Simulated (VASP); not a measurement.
## VASP inputs for ZnS (strained zincblende)

INCAR

```
LASPH = .TRUE.
NSW = 0
SIGMA = 0.01
ISMEAR = 0
LREAL = .FALSE.
NELM = 120
ALGO = Normal
IBRION = -1
METAGGA = R2SCAN
EDIFF = 1E-7
LCHARG = .FALSE.
ENCUT = 520
NBANDS = 16
ISIF = 2
LWAVE = .FALSE.
PREC = Accurate
```

KPOINTS

```
KPOINTS created by Atomic Simulation Environment
0
Gamma
8 8 8
0 0 0
```

KPOINTS_OPT

```
special points
6
Reciprocal
0.0000000000 0.0000000000 0.0000000000 1
-0.5000000000 -0.5000000000 0.0000000000 1
-0.3750000000 -0.3750000000 0.2500000000 1
-0.3750000000 0.0000000000 0.3750000000 1
0.0000000000 0.0000000000 0.5000000000 1
-0.5000000000 -0.2500000000 0.2500000000 1
```

POSCAR

```
Zn S
 1.0000000000000000
     0.0000000000000000    2.6940858314999998    2.6402041149000000
     2.6940858314999998    0.0000000000000000    2.6402041149000000
     2.6940858314999998    2.6940858314999998    0.0000000000000000
 Zn  S
   1   1
Cartesian
  0.0000000000000000  0.0000000000000000  0.0000000000000000
  1.3470429157499999  1.3470429157499999  1.3201020574499998
```

VASP ran with the recommended PBE PAW datasets (18 valence electrons in the cell).

Question: Predict the results.

Answer: gap between bands v and c 2.76 eV; least direct gap 2.76 eV; pressure 1.7 GPa.

Band v is the last that the valence electrons fill when counted band by band, and c is the next. Levels in eV from the top of v:

| point | v−1 | v | c | c+1 |
| --- | --- | --- | --- | --- |
| Γ | -0.07 | 0.00 | 2.76 | 6.83 |
| X | -2.51 | -2.51 | 3.54 | 4.29 |
| K | -3.38 | -1.95 | 4.49 | 6.52 |
| L | -1.04 | -0.92 | 3.82 | 7.23 |
| W | -2.99 | -2.96 | 5.95 | 6.63 |
